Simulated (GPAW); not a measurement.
Input of a GPAW 26.7.0 run:

Contents of run.py:

```python
from ase import Atoms
from ase.dft.bandgap import bandgap
from ase.io import write
from ase.parallel import parprint
from gpaw import GPAW, PW

atoms = Atoms(['Te', 'Sn'],
              cell=[[0.0, 3.15085, 3.15085],
                    [3.15085, 0.0, 3.15085],
                    [3.15085, 3.15085, 0.0]],
              scaled_positions=[[0.5, 0.5, 0.5],
                                [0.0, 0.0, 0.0]],
              pbc=True)

calc = GPAW(mode=PW(450),
            xc='PBE0',
            kpts={'size': (6, 6, 6), 'gamma': True},
            occupations={'name': 'fermi-dirac', 'width': 0.05},
            nbands=15,
            convergence={'density': 1e-05, 'energy': 1e-05},
            maxiter=60,
            txt='gpaw.txt')
atoms.calc = calc
energy = atoms.get_potential_energy()
forces = atoms.get_forces()
calc.write('gs.gpw')
write('result.traj', atoms)
parprint(f'Energy: {energy:.6f} eV')
parprint('Forces (eV/A):')
parprint(forces.round(4))
parprint('Fermi level:', round(calc.get_fermi_level(), 4), 'eV')
parprint(f'Gap: {bandgap(calc)[0]:.4f} eV, direct: {bandgap(calc, direct=True)[0]:.4f} eV')
```

Potentials or basis: GPAW PAW data sets (gpaw-data 1.2.1), pw.

Command:

```sh
$ OMP_NUM_THREADS=1 mpirun -n 8 gpaw python run.py
```

(1) What does it give for the band gap on the k mesh?

Answers

(1) 0.59 eV, direct.

Caveat: the PAW data sets were made with another functional, which shifts forces and pressure a little; spin-orbit coupling is left out, which moves the levels of the heavy elements.

**Measured values to compare with.**

A printed reference work, textbook reports, for a bulk crystal of SnTe at 300 K: band gap 0.18 eV (direct).

Measured gap of SnTe: 0.18 eV (direct; 300 K; a printed reference work, textbook). This calculation gives 0.59 eV (+0.41 eV). Spin-orbit coupling on Sn, Te is left out. The value is that of PBE0 on a finite k mesh, which can miss the band edges, without temperature or zero-point motion.
